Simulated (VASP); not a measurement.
A run of VASP 6.6.1 is set up as follows.

Contents of INCAR:

```
SYSTEM = InP
  ALGO = Normal
  EDIFF = 1E-6
  ENCUT = 520
  GGA = PE
  ISIF = 2
  ISMEAR = 0
  LASPH = .True.
  LCHARG = .False.
  LREAL = .False.
  LWAVE = .False.
  NBANDS = 16
  NELM = 100
  PREC = Accurate
  SIGMA = 0.02
```

KPOINTS

```
k-points
0
Gamma
  10 10 10
  0 0 0
```

File POSCAR:

```
InP
1.0
    0.0000000000      2.9800342177      2.9800342177
    2.9800342177      0.0000000000      2.9800342177
    2.9800342177      2.9800342177      0.0000000000
In P
1 1
Direct
    0.0000000000      0.0000000000      0.0000000000
    0.2500000000      0.2500000000      0.2500000000
```

Potentials or basis: VASP PAW PBE potentials, release 64 (In_d, P).

Launch:

```bash
$ cat potpaw_PBE.64/In_d/POTCAR potpaw_PBE.64/P/POTCAR > POTCAR
$ mpirun -np 1 vasp_std > vasp.out
```

Task: What does it give for the pressure?

Result: -0.1 GPa.

Task: Predict the band gap on the k mesh.

Result: 0.44 eV, direct.

Caveat: spin-orbit coupling is left out, which moves the levels of the heavy elements.

**Measured values to compare with.**

From a printed reference work, data compilation, for a bulk crystal of InP at 1.6 K: band gap 1.4236 eV (direct).

Measured gap of InP: 1.4236 eV (direct; 1.6 K; a printed reference work, data compilation). This calculation gives 0.44 eV (-0.99 eV). Spin-orbit coupling on In is left out. The value is that of PBE, without temperature or zero-point motion. Semilocal functionals fall short of measured gaps as a rule.
